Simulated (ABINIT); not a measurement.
Runs of ABINIT 10.8.3 (patched build) on WS2. Symmetry: R3m, No. 160, trigonal system. The conventional cell has a = 3.158 Å, b = 3.158 Å, c = 18.490 Å, α = 90.00°, β = 90.00°, γ = 120.00°. W (site symmetry 3m) has 6 S at 2.39 to 2.42 Å as nearest neighbours. S (site symmetry 3m) has 3 W at 2.42 Å as nearest neighbours. S (site symmetry 3m) is surrounded by 3 W at 2.39 Å. Measurements of this composition are mostly on another form, of space group No. 194.

| task | potentials or basis | k mesh | cutoff (eV) | smearing | electron-positron correlation | fine-grid cutoff | stop of the response cycle (tolvrs) | acoustic sum rule (asr) | bands in the sums | gap on the mesh (eV) | pressure (GPa) | largest force (eV/Å) |
| --- | --- | --- | --- | --- | --- | --- | --- | --- | --- | --- | --- | --- |
| positron lifetime | JTH PAW LDA v2.0 | 7 × 7 × 7 | 435 | fermi-dirac 0.05 eV | Sterne-Kaiser GGA | 870.764 eV | - | - | - | (a) | -4.0 | 0.58 |
| phonons | JTH PAW LDA v2.0 | 8 × 8 × 8 | 435 | fixed | - | 870.764 eV | 1e-08 | 1 | - | - | -4.0 | 0.58 |
| optical spectrum | PseudoDojo NC SR LDA v0.4.1 standard | 12 × 12 × 12 | 816 | fixed | - | - | - | - | 19 | - | -4.1 | 0.59 |
| dielectric tensor | PseudoDojo NC SR LDA v0.4.1 standard | 8 × 8 × 8 | 816 | fixed | - | - | 1e-10 | 1 | - | - | -4.1 | 0.59 |
| single point | PseudoDojo NC SR LDA v0.4.1 standard | 8 × 8 × 8 | 816 | fermi-dirac 0.05 eV | - | - | - | - | - | 1.10 | -4.1 | 0.59 |

Alike in all rows: level LDA; no spin polarisation; cell as given.

Problem. Estimate the missing entries.

Solution. (a) 1.07.

Caveats: spin-orbit coupling is left out, which moves the levels of the heavy elements (some runs); the cell is more than 3 GPa from zero pressure, which shifts response properties (some runs); the PAW basis is incomplete for the positron (some runs); an odd mesh through Γ misses points on the zone boundary, where band edges often lie (some runs); the atoms weren't relaxed first, which shifts response properties (some runs); spectra need much finer meshes, so this one isn't converged (some runs).

A k mesh can miss the band edges, and the runs leave out spin-orbit coupling on W.

Not every run made on this cell is shown here.
